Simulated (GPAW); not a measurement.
The system is SiC (Moissanite).

```
Si C
1.0
     3.07600    0.00000    0.00000
    -1.53800    2.66389    0.00000
     0.00000    0.00000    5.04800
Si C
2 2
Direct
  0.66667 0.33333 0.50000
  0.33333 0.66667 0.00000
  0.66667 0.33333 0.88500
  0.33333 0.66667 0.38500
```

Base run:

```yaml
Program: GPAW 26.7.0
Functional: LDA
Potentials_or_basis: the program's PAW data sets (release 1.2.1) made for this functional
Cutoff: 800 eV
Basis: pw
k_mesh: 7 × 7 × 4
Occupations: fermi-dirac, width 0.05 eV
Spin: no spin polarisation
```

Its results: pressure -2.8 GPa; largest force 0.743 eV/Å.

The run is repeated on the same cell with these changes: functional from LDA to revPBE; band points from 80 to 100. What comes out?

Pressure 7.4 GPa; largest force 0.773 eV/Å.
